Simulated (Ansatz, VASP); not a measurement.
Zn in VASP and in Ansatz

```
CELL_PARAMETERS angstrom
-1.56904 1.56904 1.61611
1.56904 -1.56904 1.61611
1.56904 1.56904 -1.61611
ATOMIC_POSITIONS crystal
Zn 0.00000 0.00000 0.00000
```

Change from the starting cell: strain +0.000 along x and y, +0.030 along z, atoms carried along.

Alike in both runs: task single point; functional LDA; k mesh 22 × 22 × 22; occupations gaussian, width 0.15 eV; no spin polarisation.

```csv
,VASP,Ansatz
version,VASP 6.6.1,Ansatz 0.2.0
potentials or method,"VASP PAW LDA potentials, release 64 (Zn)","scalar-relativistic, plane waves, PAW"
plane-wave cutoff (eV),520,420
valence electrons in the cell,12,12
```

|  | VASP | Ansatz | Ansatz less VASP |
| --- | --- | --- | --- |
| gap on the k mesh at the Fermi level (eV) | none | none | - |
| pressure (GPa) | -9.2 | -9.5 | -0.32 |
| largest component of the traceless stress (GPa) | 0.65 | 0.64 | -0.012 |

A gap of «none» marks a metal or a gap that the smearing closes.
